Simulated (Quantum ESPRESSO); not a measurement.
## Habitual settings against a tight run: SrF₂ (Fm-3m, 3 atoms in the cell)

Self-consistent single point.

```xyz
3
Lattice="-2.8842 0.0000 2.8842 0.0000 2.8842 2.8842 -2.8842 2.8842 0.0000" Properties=species:S:1:pos:R:3 pbc="T T T"
Sr     0.0000     0.0000     0.0000
F     -4.3263     4.3263     4.3263
F     -1.4421     1.4421     1.4421
```

Method: PBE, PseudoDojo standard norm-conserving (PBE) pseudopotentials (plane waves; Quantum ESPRESSO).

Base settings: ecutwfc = 85 Ry; occupations = smearing; smearing = gauss; degauss = 0.0036749 Ry; potentials = {Sr: Sr.upf, F: F.upf}; K_POINTS = automatic 10 10 10 0 0 0; conv_thr = 1e-09 Ry.

Tight run (finer mesh or higher cutoff; not a proven limit): ecutwfc: 85 Ry → 119 Ry; conv_thr: 1e-09 Ry → 7.3e-11 Ry; K_POINTS: automatic 10 10 10 0 0 0 → automatic 14 14 14 0 0 0. It gave top of the valence band (on the code's own zero) 3.33 eV; gap on the k-point mesh 7.06 eV; pressure 3.07 GPa.

Quick runs, as changes from the base:
- A: the base itself
- B: ecutwfc: 85 Ry → 51 Ry; degauss: 0.0036749 Ry → 0.036749 Ry; K_POINTS: automatic 10 10 10 0 0 0 → automatic 3 3 3 1 1 1; potentials: PseudoDojo standard norm-conserving (LDA) [LDA (PW92)]
- C: smearing: gauss → fd; degauss: 0.0036749 Ry → 0.0099958 Ry; K_POINTS: automatic 10 10 10 0 0 0 → automatic 4 4 4 0 0 0
- D: ecutwfc: 85 Ry → 51 Ry; K_POINTS: automatic 10 10 10 0 0 0 → automatic 6 6 6 1 1 1
- E: ecutwfc: 85 Ry → 68 Ry; conv_thr: 1e-09 Ry → 7.3e-06 Ry; K_POINTS: automatic 10 10 10 0 0 0 → automatic 2 2 2 0 0 0; potentials: PseudoDojo standard norm-conserving (LDA) [LDA (PW92)]
- F: ecutwfc: 85 Ry → 42 Ry; smearing: gauss → mp; degauss: 0.0036749 Ry → 0.019992 Ry; K_POINTS: automatic 10 10 10 0 0 0 → automatic 2 2 2 0 0 0; potentials: PseudoDojo standard norm-conserving (LDA) [LDA (PW92)]
- G: tstress: true → default; K_POINTS: automatic 10 10 10 0 0 0 → automatic 2 2 2 0 0 0; input_dft: default → hse; nqx1: default → 2; nqx2: default → 2; nqx3: default → 2 [HSE06]

Dashes: energy of B, E, F, G, another energy zero; time of B, C, D, E, F, under 30 s; pressure of G, no comparable value; count of G, another kind of functional, whose work the count does not hold.

Gaps are read on each run's own mesh, which may miss the band edges.

† marks runs with another functional, U, potentials or spin treatment: their distance from the tight run is not a convergence error alone.

The count of work is k-points × plane waves × bands × iterations; it is no time. Core times come from one kind of shared machine and are given to one figure; runs under 30 s give none.

The starting cell comes from a database of computed structures (which also holds hypothetical and non-ambient phases and stackings), without a prior relaxation at this level. Its lattice was rescaled by a random factor within 2.5 % of one. In the base run, with a pressure of about 3 GPa the cell is away from its equilibrium volume at this level.

```
run  energy less tight (meV/atom)  pressure less tight (GPa)  gap on the mesh less tight (eV)  count of work / tight  core time / tight (rough)
---  ----------------------------  -------------------------  -------------------------------  ---------------------  -------------------------
A                             0.3                       0.00                            0.000                   0.27                        0.3
B†                              –                     -44.90                            0.414                  0.013                          –
C                             0.3                       0.00                            0.000                  0.046                          –
D                           654.7                     -35.89                            0.183                  0.068                          –
E†                              –                      -9.35                           -0.411                 0.0063                          –
F†                              –                    -101.26                           -0.399                 0.0049                          –
G†                              –                          –                            2.090                      –                          2
```

Among the runs at the tight run's level, the energy misses run from 0.3 to 654.7 meV/atom.
